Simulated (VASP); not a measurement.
Here is a VASP 6.6.1 calculation.

File INCAR:

```
SYSTEM = Si3C
ALGO = Normal
BPARAM = 10.0
CPARAM = 0.0093
EDIFF = 1E-6
EDIFFG = -0.005
ENCUT = 600
GGA = PE
IBRION = 2
ISIF = 3
ISMEAR = -1
IVDW_NL = 2
LASPH = .TRUE.
LCHARG = .FALSE.
LREAL = .FALSE.
LUSE_VDW = .TRUE.
LWAVE = .FALSE.
NELM = 80
NSW = 60
PREC = Accurate
SIGMA = 0.05
```

File KPOINTS:

```
k-points
0
G
  5 5 8
  0 0 0
```

Contents of POSCAR:

```
Si3C
1.0
    4.9148000000      0.0000000000      0.0000000000
   -2.4574000000      4.2563400000      0.0000000000
    0.0000000000      0.0000000000      2.4331100000
Si C
3 1
Direct
    0.5000000000      0.0000000000      0.5000000000
    0.0000000000      0.5000000000      0.5000000000
    0.5000000000      0.5000000000      0.5000000000
    0.0000000000      0.0000000000      0.5000000000
```

Potentials or basis: VASP PAW PBE potentials, release 64 (Si, C).

Run with:

```bash
$ cat potpaw_PBE.64/Si/POTCAR potpaw_PBE.64/C/POTCAR > POTCAR
$ mpirun -np 1 vasp_std > vasp.out
```

**Question.** Estimate the band gap on the k mesh.

**Answer.** None (metal or under the smearing width).

**Question.** What does it give for the relaxed volume?

**Answer.** 12.58 Å³/atom.

**Question.** Estimate the space group after relaxing (to 0.05 Å).

**Answer.** P6/mmm (No. 191).

Final structure:
```
Si C
1.0
     4.86091    0.00000    0.00000
    -2.43045    4.20967    0.00000
     0.00000    0.00000    2.45955
Si C
3 1
Direct
  0.50000 0.00000 0.50000
  0.00000 0.50000 0.50000
  0.50000 0.50000 0.50000
  0.00000 0.00000 0.50000
```

Caveat: pairwise dispersion overbinds metals, which lowers pressure and volume.
